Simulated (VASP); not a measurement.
## Cu: equation of state with PBEsol

The system is Cu.

```
Cu
1.0
     0.00000    1.80750    1.80750
     1.80750    0.00000    1.80750
     1.80750    1.80750    0.00000
Cu
1
Direct
  0.00000 0.00000 0.00000
```

```
Program                : VASP 6.6.1
Task                   : equation of state
Functional             : PBEsol
Potentials or basis    : VASP PAW PBE potentials, release 64 (Cu)
Cutoff                 : 520 eV
k mesh                 : 13 × 13 × 13
Occupations            : fermi-dirac, width 0.05 eV
Spin                   : no spin polarisation
Ladder                 : free
Further INCAR settings : ALGO = Normal; EDIFF = 1e-07; NBANDS = 12
```

```
Equilibrium volume                      : 11.36 Å³/atom
Bulk modulus                            : 165 GPa
Pressure derivative of the bulk modulus : 5.0
```

Energy against volume, from the lowest point:
```csv
volume (Å³/atom),energy (meV/atom)
11.102,3.20
11.338,0.00
11.574,1.94
11.810,8.42
12.047,18.89
12.283,32.88
12.519,49.99
```

All runs of the series together: 35 s on 1 thread of Intel(R) Xeon(R) 6975P-C (Granite Rapids) (shared host).

Caveat: the PAW data sets were made with another functional, which shifts forces and pressure a little.
